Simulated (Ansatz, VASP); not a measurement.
**Cross-check of Si (Silicon) between VASP and Ansatz**

Wanted: the spread between two codes on one cell, functional and k mesh. The cell is taken from a series of VASP runs on this material, whose earlier steps may have relaxed, scaled or displaced it; both programs get it as it stands.

Program: Ansatz 0.2.0. Level of theory: plane waves, with VASP 6.6.1 beside it; relaxation of cell and atoms at PBE and relaxation of cell and atoms at BLYP. Results are calculated unless marked as measured.

### Step 1. Starting point

The structure is cubic, space group Fd-3m (No. 227). Conventional cell: a = 5.485 Å, b = 5.485 Å, c = 5.485 Å, α = 90.00°, β = 90.00°, γ = 90.00°. Nearest to Si lie 4 Si at 2.37 Å.

Structure file:

```
Si
1.0
     0.00000    2.74237    2.74237
     2.74237    0.00000    2.74237
     2.74237    2.74237    0.00000
Si
2
Cartesian
  4.1136 4.1136 4.1136
  2.7424 2.7424 2.7424
```

### Step 2. VASP: relaxation of cell and atoms, PBE

The relaxed volume is the usual yardstick between codes: its relative difference is about their pressure difference at one cell divided by the bulk modulus.

Lines of VASP's logs that name or quote its potential files are left out, and so is its time.

File INCAR:

```
SYSTEM = Si
PREC = Accurate
ENCUT = 450
EDIFF = 1E-06
NELM = 100
ISMEAR = 0
SIGMA = 0.03
LREAL = .FALSE.
ALGO = Normal
GGA = PE
NBANDS = 10
LORBIT = 11
LWAVE = .FALSE.
LCHARG = .FALSE.
KPAR = 8
IBRION = 2
NSW = 50
ISIF = 3
EDIFFG = -0.006
```

File POSCAR:

```
Si
1.0
    0.0000000000      2.7423676892      2.7423676892
    2.7423676892      0.0000000000      2.7423676892
    2.7423676892      2.7423676892      0.0000000000
Si
2
Direct
    0.7500000000      0.7500000000      0.7500000000
    0.5000000000      0.5000000000      0.5000000000
```

File KPOINTS:

```
Automatic mesh
0
Gamma
8 8 8
0 0 0
```

PAW data sets: Si (PBE family, release 64).

The run is started by

```bash
$ mpirun -np 8 vasp_std
```

Numbers of over 12 decimals in the logs are rounded to 6 here.

The program printed:

```text
[banner, memory and clock lines left out]
running    8 mpi-ranks, on    1 nodes
 distrk:  each k-point on    1 cores,    8 groups
 distr:  one band on    1 cores,    1 groups

 POSCAR found type information on POSCAR Si
 POSCAR found :  1 types and       2 ions
|                                                                             |
|           W    W    AA    RRRRR   N    N  II  N    N   GGGG   !!!           |
|           W    W   A  A   R    R  NN   N  II  NN   N  G    G  !!!           |
|           W    W  A    A  R    R  N N  N  II  N N  N  G       !!!           |
|           W WW W  AAAAAA  RRRRR   N  N N  II  N  N N  G  GGG   !            |
|           WW  WW  A    A  R   R   N   NN  II  N   NN  G    G                |
|           W    W  A    A  R    R  N    N  II  N    N   GGGG   !!!           |
|                                                                             |
|     For optimal performance we recommend to set                             |
|       NCORE = 2 up to number-of-cores-per-socket                            |
|     NCORE specifies how many cores store one orbital (NPAR=cpu/NCORE).      |
|     This setting can greatly improve the performance of VASP for DFT.       |
|     The default, NCORE=1 might be grossly inefficient on modern             |
|     multi-core architectures or massively parallel machines. Do your        |
|     Unfortunately you need to use the default for GW and RPA                |
|     calculations (for HF NCORE is supported but not extensively tested      |
|     yet).                                                                   |
|                                                                             |

 LDA part: xc-table for (Slater+PW92), standard interpolation
 POSCAR, INCAR and KPOINTS ok, starting setup
 FFT: planning ... GRIDC
 FFT: planning ... GRID_SOFT
 FFT: planning ... GRID
 WAVECAR not read
 entering main loop
       N       E                     dE             d eps       ncg     rms          rms(c)
DAV:   1     0.737777757469E+01    0.73778E+01   -0.30173E+03   580   0.574E+02
DAV:   2    -0.105715644814E+02   -0.17949E+02   -0.17107E+02   812   0.837E+01
DAV:   3    -0.110059799986E+02   -0.43442E+00   -0.43359E+00   754   0.124E+01
DAV:   4    -0.110091909241E+02   -0.32109E-02   -0.32106E-02   708   0.130E+00
DAV:   5    -0.110092201793E+02   -0.29255E-04   -0.29255E-04   728   0.107E-01    0.469E+00
DAV:   6    -0.108964151017E+02    0.11281E+00   -0.66766E-02   646   0.113E+00    0.286E+00
DAV:   7    -0.108438064737E+02    0.52609E-01   -0.13000E-01   644   0.170E+00    0.163E-01
DAV:   8    -0.108450240888E+02   -0.12176E-02   -0.47314E-03   672   0.406E-01    0.785E-02
DAV:   9    -0.108452325712E+02   -0.20848E-03   -0.20396E-04   726   0.917E-02    0.549E-02
DAV:  10    -0.108452555392E+02   -0.22968E-04   -0.21251E-05   670   0.282E-02    0.426E-03
DAV:  11    -0.108452563404E+02   -0.80124E-06   -0.16912E-06   726   0.739E-03
   1 F= -.10845256E+02 E0= -.10845256E+02  d E =-.108453E+02
 curvature:   0.00 expect dE= 0.000E+00 dE for cont linesearch  0.000E+00
 trial: gam= 0.00000 g(F)=  0.746E-50 g(S)=  0.280E-02 ort = 0.000E+00 (trialstep = 0.100E+01)
 search vector abs. value=  0.280E-02
 bond charge predicted
       N       E                     dE             d eps       ncg     rms          rms(c)
DAV:   1    -0.108469042306E+02   -0.16487E-02   -0.42487E-02   626   0.965E-01    0.195E-01
DAV:   2    -0.108461800244E+02    0.72421E-03   -0.74701E-04   626   0.156E-01    0.123E-01
DAV:   3    -0.108458015577E+02    0.37847E-03   -0.74957E-04   624   0.117E-01    0.387E-02
DAV:   4    -0.108458031458E+02   -0.15881E-05   -0.12373E-05   654   0.244E-02    0.336E-02
DAV:   5    -0.108458056624E+02   -0.25167E-05   -0.20701E-06   616   0.858E-03    0.746E-03
DAV:   6    -0.108458055416E+02    0.12084E-06   -0.33175E-08   306   0.137E-03
   2 F= -.10845806E+02 E0= -.10845806E+02  d E =-.549201E-03
 trial-energy change:   -0.000549  1 .order   -0.000511   -0.002795    0.001774
 step:   0.6236(harm=  0.6117)  dis= 0.00000  next Energy=   -10.846137 (dE=-0.881E-03)
 bond charge predicted
       N       E                     dE             d eps       ncg     rms          rms(c)
DAV:   1    -0.108463041754E+02   -0.49851E-03   -0.59678E-03   622   0.361E-01    0.732E-02
DAV:   2    -0.108461994840E+02    0.10469E-03   -0.10621E-04   626   0.588E-02    0.465E-02
DAV:   3    -0.108461409939E+02    0.58490E-04   -0.10632E-04   618   0.439E-02    0.143E-02
DAV:   4    -0.108461407604E+02    0.23354E-06   -0.17805E-06   572   0.923E-03
   3 F= -.10846141E+02 E0= -.10846141E+02  d E =-.884420E-03
 curvature:  -0.31 expect dE=-0.111E-06 dE for cont linesearch -0.111E-06
 trial: gam= 0.00000 g(F)=  0.334E-50 g(S)=  0.364E-06 ort =-0.319E-04 (trialstep = 0.925E+00)
 search vector abs. value=  0.364E-06
 reached required accuracy - stopping structural energy minimisation
```

From OUTCAR (step 2):

```text
ion  position               nearest neighbor table
   1  0.750  0.750  0.750-   2 2.37   2 2.37   2 2.37   2 2.37
   2  0.500  0.500  0.500-   1 2.37   1 2.37   1 2.37   1 2.37

  LATTYP: Found a face centered cubic cell.
 ALAT       =     5.4847353784

 Subroutine GETGRP returns: Found 48 space group operations
 (whereof 24 operations were pure point group operations)

The static configuration has the point symmetry T_d .
 The point group associated with its full space group is O_h .

 Found     29 irreducible k-points:

   k-points           NKPTS =     29   k-points in BZ     NKDIM =     29   number of bands    NBANDS=     10

   dimension x,y,z NGX =    28 NGY =   28 NGZ =   28
   dimension x,y,z NGXF=    56 NGYF=   56 NGZF=   56

   ENCUT  =  450.0 eV  33.07 Ry    5.75 a.u.   6.71  6.71  6.71*2*pi/ulx,y,z

   NELECT =       8.0000    total number of electrons

 k-points in reciprocal lattice and weights: Automatic mesh
   0.00000000  0.00000000  0.00000000       0.002
   0.12500000  0.00000000  0.00000000       0.016
   0.25000000  0.00000000  0.00000000       0.016
   0.37500000  0.00000000  0.00000000       0.016
   0.50000000  0.00000000  0.00000000       0.008
   0.12500000  0.12500000  0.00000000       0.012
   0.25000000  0.12500000  0.00000000       0.047
   0.37500000  0.12500000  0.00000000       0.047
   0.50000000  0.12500000  0.00000000       0.047
[...]
-0.37500000  0.50000000  0.12500000       0.023
  -0.25000000  0.50000000  0.25000000       0.012

 average (electrostatic) potential at core
       1 -83.4789       2 -83.4789

 E-fermi :   5.7816

 k-point     1 :       0.0000    0.0000    0.0000
  band No.  band energies     occupation
      1      -6.1970      2.00000
      2       5.6187      2.00000
      3       5.6187      2.00000
      4       5.6187      2.00000
      5       8.1751      0.00000
      6       8.1751      0.00000
      7       8.1751      0.00000
      8       8.7540      0.00000
      9      13.3275      0.00000
    ...

 k-point     2 :       0.1250    0.0000    0.0000
  band No.  band energies     occupation
      1      -5.9965      2.00000
      2       4.0279      2.00000
      3       5.3362      2.00000
      4       5.3362      2.00000
      5       8.0619      0.00000
      6       8.5907      0.00000
      7       8.5907      0.00000
      8      10.1525      0.00000
      9      12.8543      0.00000
    ...

 k-point     3 :       0.2500    0.0000    0.0000
  band No.  band energies     occupation
      1      -5.4120      2.00000
      2       1.7321      2.00000
      3       4.8735      2.00000
      4       4.8735      2.00000
      5       7.5783      0.00000
      6       9.1085      0.00000
      7       9.1085      0.00000
      8      12.3709      0.00000
      9      12.8054      0.00000
    ...

  Total        0.0022434      0.0022434      0.0022434      0.0000000     -0.0000000     -0.0000000
  in kB        0.0879166      0.0879166      0.0879166      0.0000000     -0.0000000     -0.0000000
  external PRESSURE =       0.0879166 kB  Pullay stress =       0.0000000 kB

  energy-cutoff  :      450.00
  volume of cell :       40.88
      direct lattice vectors                 reciprocal lattice vectors
     0.000000000  2.734259633  2.734259633    -0.182864858  0.182864858  0.182864858
     2.734259633  0.000000000  2.734259633     0.182864858 -0.182864858  0.182864858
     2.734259633  2.734259633  0.000000000     0.182864858  0.182864858 -0.182864858

 POSITION                                       TOTAL-FORCE (eV/Angst)
 -----------------------------------------------------------------------------------
      4.10139      4.10139      4.10139         0.000000      0.000000      0.000000
      2.73426      2.73426      2.73426        -0.000000     -0.000000     -0.000000
 -----------------------------------------------------------------------------------
    total drift:                               -0.000000      0.000000     -0.000000

  FREE ENERGIE OF THE ION-ELECTRON SYSTEM (eV)
  ---------------------------------------------------
  free  energy   TOTEN  =       -10.8461407604 eV

  energy  without entropy=      -10.8461407604  energy(sigma->0) =      -10.84614076

 reached required accuracy - stopping structural energy minimisation

 total charge
# of ion       s       p       d       tot
------------------------------------------
    1        0.750   0.929   0.000   1.679
    2        0.750   0.929   0.000   1.679
--------------------------------------------------
tot          1.501   1.857   0.000   3.358

[... 3 further parts left out ...]
```

### Step 3. Ansatz: relaxation of cell and atoms, PBE

Ansatz runs on its default PAW (the set named soft_2) files.

The same cell, functional, mesh and smearing now go to Ansatz, which takes its cutoff from its data sets.

File input.yaml:

```yaml
crystal:
  lattice:
    - [0.0, 2.7423676892, 2.7423676892]
    - [2.7423676892, 0.0, 2.7423676892]
    - [2.7423676892, 2.7423676892, 0.0]
  atoms:
    - { symbol: Si, position: [0.75, 0.75, 0.75] }
    - { symbol: Si, position: [0.5, 0.5, 0.5] }
hamiltonian:
  xc: pbe
  pseudopotentials: { kind: paw }
kpoints:
  mp_grid: { grid: [8, 8, 8] }
scf:
  occupations: { method: gaussian, width: 0.03 }
relax:
  f_tol: 0.01
  max_steps: 60
  cell: { stress_tol: 0.05 }
output:
  forces: true
  stress: true
  write_density: true
  write_potential: true
  elf: true
  volumetric_format: npy
```

The run is started by

```bash
$ ansatz run input.yaml --threads 4 --pin off --max-ram 9216MiB --backend cpu --events-out ev --progress --plain --runs-dir out
```

The program printed:

```text
Engine: ansatz 0.2.0, aarch64-unknown-linux-gnu
Pseudopotentials: kind: paw
Pseudopotential: Si, paw, valence charge 4, recommended cutoff 420 eV (normal), Si.paw.azcp
Functional definition: PBE
  parameter kappa = 0.804
  parameter beta = 0.066725
  exchange = pbe_x(kappa = kappa, mu = beta*pi^2/3)
  correlation = pbe_c(beta = beta)
Crystal: 2 atoms, lattice volume = 41.248 Å³
Basis set: ecut = 420 eV, 821 PW (Γ), exchange–correlation on 54×54×54 points (8 copies of the dense FFT grid, shifted against one another)
Bands: 8, of which v1, the nominal top of the filled ones, is band 4 counted from 1 (3 counted from 0)
Symmetry: 48 space group operations
Space group: Fd-3m (ITA 227), of the structure as read, at distance tolerance 3.5e-5 Å
k-points: 29 of 512
Non-local potential: Si, projectors of the file, l = 0: 2, l = 1: 2, l = 2: 2
PAW form: soft (Blöchl's): semilocal exchange-correlation on the pseudo side does not see the compensation charge
PAW one-centre angular grid: Si, 110 points (default); XC on 64 Gauss nodes
Initial density: superposition of atomic densities (neutral atoms: chi_scale 0, normalization atom), corrected by the library's trained network
Initial wavefunctions: pseudopotential atomic-orbital guess
Functional: x = pbe(κ = 0.804, μ = 0.219515), c = pbe(β = 0.066725)
SCF iter   1: F=—  HF=-1271.615392 eV  |F-HF|=—  |Δ(HF+E_count)|=         —  Δρ=1.31e-3  dr2=4.77e-4  ethr=1.77e-3  ⟨swp⟩=6.1  Hψ=2088  notcnv=0
preconditioner: auto → none  [insulator: Δε(μ)=0.659 eV  Ē_g=9.339 eV  σ=0.030 eV  W_gap=1.00  n_scr=8 (ndim 8)  ℏωp=16.4 eV  f_vac=0.000  D(μ)=0.00/eV (n_scr^D=0)  ε∞_Penn≈4.1]
SCF iter   2: F=—  HF=-1271.615743 eV  |F-HF|=—  |Δ(HF+E_count)|=   3.51e-4  Δρ=5.32e-4  dr2=6.97e-5  ethr=5.96e-6  ⟨swp⟩=2.1  Hψ=566  notcnv=0
SCF iter   3: F=—  HF=-1271.615784 eV  |F-HF|=—  |Δ(HF+E_count)|=   4.15e-5  Δρ=9.88e-5  dr2=2.54e-6  ethr=8.72e-7  ⟨swp⟩=2.0  Hψ=348  notcnv=0
iter 4 did not close the SCF: its close was put off for the readings that it lacked (scf_convergence_deferred on its scf_iter line)
SCF iter   4: F=-1271.615786 eV  HF=-1271.615786 eV  |F-HF|=1.99e-8  |Δ(HF+E_count)|=   1.83e-6  Δρ=9.54e-6  dr2=2.06e-8  ethr=3.18e-8  ⟨swp⟩=2.0  Hψ=348  notcnv=0
iter 5 did not close the SCF: its close was put off for the readings that it lacked (scf_convergence_deferred on its scf_iter line)
SCF iter   5: F=-1271.615786 eV  HF=-1271.615786 eV  |F-HF|=8.28e-11  |Δ(HF+E_count)|=   2.34e-8  Δρ=5.74e-7  dr2=8.97e-11  ethr=2.58e-10  ⟨swp⟩=2.0  Hψ=348  notcnv=0
SCF iter   6: F=-1271.615786 eV  HF=-1271.615786 eV  |F-HF|=1.14e-12  |Δ(HF+E_count)|=  9.82e-11  Δρ=1.38e-7  dr2=5.59e-12  ethr=1.12e-12  ⟨swp⟩=3.8  Hψ=981  notcnv=0
SCF 1 converged in 6 iterations: F = -1271.615786 eV  dr2 = 5.59e-12
  greatest PAW one-centre occupation: 0.632 electrons in one spin orbital (limit 2), on the Si atom at site 1 (counted from 0), in its partial waves of l = 0
relax step   1: F+E_penalty+E_count = -1271.61578615 eV  Δ(F+E_penalty+E_count) = +0.000e0 eV  max|allowed force component| = 1.850e-17 eV/Å  Δτ_max = 0.0000 Å  P = -0.690 GPa  Ω = 41.248 Å³  (6 SCF iters, accepted)
[...]
relax step   2: F+E_penalty+E_count = -1271.61648426 eV  Δ(F+E_penalty+E_count) = -6.981e-4 eV  max|allowed force component| = 8.095e-17 eV/Å  Δτ_max = 0.0000 Å  P = -0.158 GPa  Ω = 40.998 Å³  energy of the carried Pulay correction = +3.368e-5 eV  (3 SCF iters, dr2 threshold 2.00e-7 eV, accepted)
[...]
relax step   3: F+E_penalty+E_count = -1271.61653032 eV  Δ(F+E_penalty+E_count) = -4.606e-5 eV  max|allowed force component| = 9.252e-17 eV/Å  Δτ_max = 0.0000 Å  P = +0.002 GPa  Ω = 40.924 Å³  energy of the carried Pulay correction = +4.364e-5 eV  (3 SCF iters, dr2 threshold 6.23e-8 eV, accepted)
[...]
relax step   4: F+E_penalty+E_count = -1271.61649609 eV  Δ(F+E_penalty+E_count) = +3.422e-5 eV  max|allowed force component| = 9.483e-17 eV/Å  Δτ_max = 0.0000 Å  P = -0.000 GPa  Ω = 40.924 Å³  stress off target by 1.56e-4 GPa  SCF on the basis re-selected at this cell (its energy is not comparable with the rows above)  (4 SCF iters)
basis re-selected at this cell: Δ(F+E_penalty+E_count) = +3.422e-5 eV, ΔP = -0.002 GPa vs the last step (what re-selecting the basis moved, of the pressure what is left beyond the Pulay correction that the steps carried, after the strain that the cell walked since its last selection, with what the two solves' SCF thresholds leave and, on support functions, any second-order correction that the steps lacked; it is no m [...]
SCF converged after 4 iterations
Free energy (F): -1271.616496 eV
Harris-Foulkes:  -1271.616496 eV  (|F-HF|=2.05e-12)
Internal energy: -1271.616496 eV  (E = F + TS)
E sigma→0 (E₀):  -1271.616496 eV
Fermi energy:    6.327720 eV
--- Per-component energies (eV) ---
  E_band       = 8.023292
  E_kinetic    = 80.152265
  E_local      = -56.169410  (includes V_loc(G=0)·N_el)
  E_nonlocal   = 51.742038
  E_hartree    = 15.188918
  E_xc         = -110.120777
  E_vxc        = -93.152319  (∫ρ·V_xc dr)
  E_paw        = -1025.533489  (= ΣΔE_a)
  E_vpaw       = -4.927117  (= ΣTr[D̂ρ^β])
  E_aug_tail   = 0.000013  (compensation charges beyond the density's cutoff)
  E_ewald      = -226.876054
  E_smearing   = -0.000000  (= −TS)
  E_closure    = -0.000000  (closes the sum)
  Σ components = -1271.616496   (vs F -1271.616496, Δ=0.00e0)
--- Forces (eV/Å), atoms counted from 1 ---
  atom   1  Si     0.00000000     0.00000000     0.00000000
  atom   2  Si    -0.00000000    -0.00000000    -0.00000000
  max |Σ_I F_I| component: 3.24e-17 eV/Å
--- Stress (GPa, compression-positive) ---
       -0.000156       0.000000      -0.000000
        0.000000      -0.000156       0.000000
       -0.000000       0.000000      -0.000156
  P = ⅓ Tr σ = -0.0002 GPa (-0.002 kbar)
--- Band table (eV; the first three rows and the last of 29) ---
  k-point 0: bands = ["-5.8091", "6.0038", "6.0038", "6.0038", "8.5550", "8.5550", "8.5550", "9.1188"]
  k-point 1: bands = ["-5.6088", "4.4113", "5.7210", "5.7210", "8.4386", "8.9705", "8.9705", "10.5226"]
  k-point 2: bands = ["-5.0248", "2.1164", "5.2580", "5.2580", "7.9548", "9.4889", "9.4889", "12.7418"]
  k-point 28: bands = ["-1.5894", "-1.5894", "2.2441", "2.2441", "10.2729", "10.2729", "10.9267", "10.9267"]
--- Relaxed structure (3 steps of the walk, 3 accepted, 1 SCFs on fresh bases) ---
  F+E_penalty+E_count = -1271.61649609 eV   max|allowed force component| = 9.483e-17 eV/Å   (the final SCF, on the basis selected at the relaxed cell)
  cell:  # Å, volume = 40.9243 Å³
    - [0, 2.735167, 2.735167]
    - [2.735167, 0, 2.735167]
    - [2.735167, 2.735167, 0]
  atoms:
    - { symbol: Si, position: [0.750000, 0.750000, 0.750000] }
    - { symbol: Si, position: [0.500000, 0.500000, 0.500000] }
```

Run time: 1.8 s. Hardware: 4 threads of Arm Neoverse N1, shared host; peak memory 0.29 GiB; 5 s of CPU time.

### Step 4. Side by side

Known differences besides the potentials themselves: both relaxations stop at a tolerance, which leaves soft axes loose, and VASP keeps its plane-wave basis; the cutoff is 420 eV in Ansatz and 450 eV in VASP; VASP leaves aspherical gradient terms in its spheres out (LASPH is not set), Ansatz keeps them; Ansatz adds a Pulay correction to the stress that steers its cell, VASP none. Total energies have different zeros and are not compared.

The two programs side by side:

```csv
quantity,Ansatz,VASP,difference
volume (Å³),40.92,40.88,+0.10 %
"edge a after relaxation, in the typed setting (Å)",3.868,3.867,+0.03 %
```

The walks stopped with 0.00 GPa left in Ansatz and 0.01 GPa in VASP; each walk ends within a tolerance, so the volume difference is uncertain by about these residues over the bulk modulus, most in soft cells.

[end of part 1 of 2]

[Lines on the potential files, build, host, timing and source positions are cut from VASP's logs without a mark.]

[Logs are printed without paths, hosts, clocks, repeated set-up lines and the standing remarks that a program may print on its own settings, such as how far it seeks lower states.]

[Hosts, paths, dates, database ids (printed as entryN), source tags and the programs' standing remarks are cut or masked in the printed files.]
